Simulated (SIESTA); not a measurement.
TiSi:

```
CELL_PARAMETERS angstrom
1.81618 -2.11762 0.00000
1.81618 2.11762 0.00000
0.00000 0.00000 3.80393
ATOMIC_POSITIONS crystal
Ti 0.50000 0.50000 0.00000
Si 0.00000 0.00000 0.50000
```

The cell comes from a database or a generator and needn't be the stable form of this composition.

Base run:

- Program: SIESTA 5.4.2
- Functional: LDA
- Potentials or basis: PseudoDojo 0.4 standard (LDA files)
- Basis: DZP (energy shift 0.003 Ry; two zetas on semicore shells)
- Grid cutoff: 800 Ry
- Energy shift: 0.003 Ry
- k mesh: 10 × 10 × 7
- Occupations: fermi-dirac, width 0.05 eV
- Spin: no spin polarisation

Its results: band gap on the k mesh none (metal or under the smearing width); pressure -7.4 GPa.

Problem. The run is repeated on the same cell with these changes: functional from LDA to PBEsol; potentials or basis from PseudoDojo 0.4 standard (LDA files) to PseudoDojo 0.4 standard (PBEsol files). What comes out?

Solution. Band gap on the k mesh none (metal or under the smearing width); pressure -3.8 GPa.

Caveats: the basis of atomic orbitals isn't converged, which shifts pressures, moduli and gaps; the basis holds too few empty states to meet the f-sum rule, so the spectrum is short of weight at high energy (some runs).

Not every run made on this cell is shown here.
